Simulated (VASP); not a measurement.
Write the native input for VASP 6.6.1 that does the following.

- Task: single point
- Functional: rev-vdW-DF2
- Potentials or basis: VASP PAW PBE potentials, release 64 (Ag)
- Cutoff: 400 eV
- k mesh: 1 × 1 × 1
- Occupations: gaussian, width 0.01 eV
- Spin: collinear spin, ferromagnetic start
- Starting moments: [0.5] μB
- Fixed moment: 1 μB
- Further INCAR settings: ALGO = Fast; EDIFF = 1e-07; NBANDS = 16; ISYM = 0

The structure of Ag lies in POSCAR:

```
Ag                                      
1.0
   10.5000000000      0.0000000000      0.0000000000
    0.0000000000     11.0000000000      0.0000000000
    0.0000000000      0.0000000000     11.5000000000
  Ag            
     1
Selective dynamics
Direct
     0.5000000000000000    0.5045454544999970    0.5000000000000000   F   F   F
```

The input as run:

INCAR

```
SYSTEM = Ag
PREC = Accurate
ENCUT = 400
EDIFF = 1E-7
ISMEAR = 0
SIGMA = 0.01
LREAL = .False.
LASPH = .True.
NELM = 60
ALGO = Fast
ISIF = 2
LWAVE = .False.
LCHARG = .False.
ISPIN = 2
MAGMOM = 0.5
LORBIT = 11
NUPDOWN = 1
LMAXMIX = 4
GGA = MK
LUSE_VDW = .True.
AGGAC = 0.0
PARAM1 = 0.1234
PARAM2 = 0.711357
ZAB_VDW = -1.8867
NBANDS = 16
ISYM = 0
```

KPOINTS

```
Automatic mesh
0
Gamma
  1 1 1
  0 0 0
```

Potentials or basis: VASP PAW PBE potentials, release 64 (Ag).

The run is started by

```bash
$ cat potpaw_PBE.64/Ag/POTCAR > POTCAR
$ mpirun -np 4 vasp_gam > vasp.out
```

Results of the run:

- Net moment: 1.00 μB per cell
- Site moments: Ag +0.34 μB
- Valence electrons inside the program's atomic spheres: Ag 9.70

Caveat: the total moment is fixed, so each spin has its own Fermi level.

Wall time 3.2 min on 4 MPI ranks on Intel(R) Xeon(R) 6975P-C (Granite Rapids), on a shared host, peak memory 0.84 GiB a rank.
